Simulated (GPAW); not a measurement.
SiC (Moissanite):

```xyz
4
Lattice="3.0760 0.0000 0.0000 -1.5380 2.6639 0.0000 0.0000 0.0000 5.0480" Properties=species:S:1:pos:R:3 pbc="T T T"
Si    1.5380    0.8880    2.5240
Si    0.0000    1.7759    0.0000
C     1.5380    0.8880    4.4675
C     0.0000    1.7759    1.9435
```

Base run:

| Property | Result |
| --- | --- |
| Program | GPAW 26.7.0 |
| Functional | r2SCAN |
| Potentials or basis | GPAW PAW data sets (gpaw-data 1.2.1) |
| Cutoff | 800 eV |
| Basis | pw |
| k mesh | 9 × 9 × 5 |
| Occupations | fermi-dirac, width 0.05 eV |
| Spin | no spin polarisation |

Its results: band gap on the k mesh 2.71 eV, indirect (least direct gap 4.65 eV); largest force 0.774 eV/Å.

Question: After a change of settings the same cell gave: band gap on the k mesh 2.87 eV, indirect (least direct gap 4.52 eV); largest force 0.795 eV/Å. Which change was it?
A. functional from r2SCAN to PBE
B. functional from r2SCAN to optB88-vdW
C. functional from r2SCAN to LDA; potentials or basis from GPAW PAW data sets (gpaw-data 1.2.1) to the program's PAW data sets (release 1.2.1) made for this functional
D. functional from r2SCAN to vdW-DF2

Answer: D.

Caveats: the PAW data sets were made with another functional, which shifts forces and pressure a little.
